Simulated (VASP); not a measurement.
Set up this calculation in VASP 6.6.1, as the native input.

```
Task                   : relaxation of the atoms
Functional             : PBE
Dispersion             : D3(BJ)
Potentials or basis    : VASP PAW PBE potentials, release 64 (Ag, Cl)
Cutoff                 : 600 eV
k mesh                 : 8 × 8 × 8
Occupations            : gaussian, width 0.03 eV
Spin                   : no spin polarisation
Further INCAR settings : ALGO = Normal; EDIFF = 1e-07; IBRION = 2; EDIFFG = -0.01; NSW = 40
```

The structure of AgCl (Chlorargyrite) lies in POSCAR:

```
AgCl                                    
1.0
    0.0000000000      2.7529107600      2.7529107600
    2.7529107600      0.0000000000      2.7529107600
    2.7529107600      2.7529107600      0.0000000000
  Ag              Cl            
     1     1
Direct
     0.0000000000000000    0.0000000000000000    0.0000000000000000
     0.5000000000000000    0.5000000000000000    0.5000000000000000
```

One way to write it, as run:

INCAR

```
SYSTEM = AgCl
ALGO = Normal
EDIFF = 1E-7
EDIFFG = -0.01
ENCUT = 600
GGA = PE
IBRION = 2
ISIF = 2
ISMEAR = 0
IVDW = 12
LASPH = .True.
LCHARG = .False.
LREAL = .False.
LWAVE = .False.
NELM = 80
NSW = 40
PREC = Accurate
SIGMA = 0.03
```

KPOINTS

```
k-points
0
Gamma
  8 8 8
  0 0 0
```

Potentials or basis: VASP PAW PBE potentials, release 64 (Ag, Cl).

Run with:

```sh
$ cat potpaw_PBE.64/Ag/POTCAR potpaw_PBE.64/Cl/POTCAR > POTCAR
$ mpirun -np 1 vasp_std > vasp.out
```

Results of the run:

```json
{
  "Pressure after relaxing": "0.0 GPa",
  "Band gap on the k mesh": "0.90 eV, indirect (least direct gap 3.25 eV)",
  "Dispersion energy per atom": "-0.339 eV"
}
```

Caveat: the relaxation stopped at its first step, so nothing moved.

Wall time 6.1 s on 1 thread of Intel(R) Xeon(R) 6975P-C (Granite Rapids), on a shared host, peak memory 0.19 GiB.
